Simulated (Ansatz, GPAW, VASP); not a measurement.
WC: 3 runs at one level of theory

```
CELL_PARAMETERS angstrom
2.90650 0.00000 0.00000
-1.45325 2.51710 0.00000
0.00000 0.00000 2.83660
ATOMIC_POSITIONS crystal
W 0.00000 0.00000 0.00000
C 0.66667 0.33333 0.50000
```

Alike in all runs: task single point; functional PBE; k mesh 10 × 10 × 9; occupations gaussian, width 0.017 eV; no spin polarisation; no spin-orbit coupling. Pressure is positive in compression and, in plane waves, holds the error of the finite cutoff.

```csv
program and potentials,plane-wave cutoff (eV),notes,pressure (GPa)
"VASP, PBE PAW files C, W_sv, 520 eV",520,-,6.73
"Ansatz, all-electron LAPW, scalar-relativistic",-,-,5.69
"GPAW, GPAW PAW data sets (gpaw-data 1.2.1)",800,-,?
```

Estimate from the other rows what the run with GPAW, GPAW PAW data sets (gpaw-data 1.2.1) gave.

Pressure 5.36 GPa. The other rows, which needn't bracket it: pressure 5.69 to 6.73.
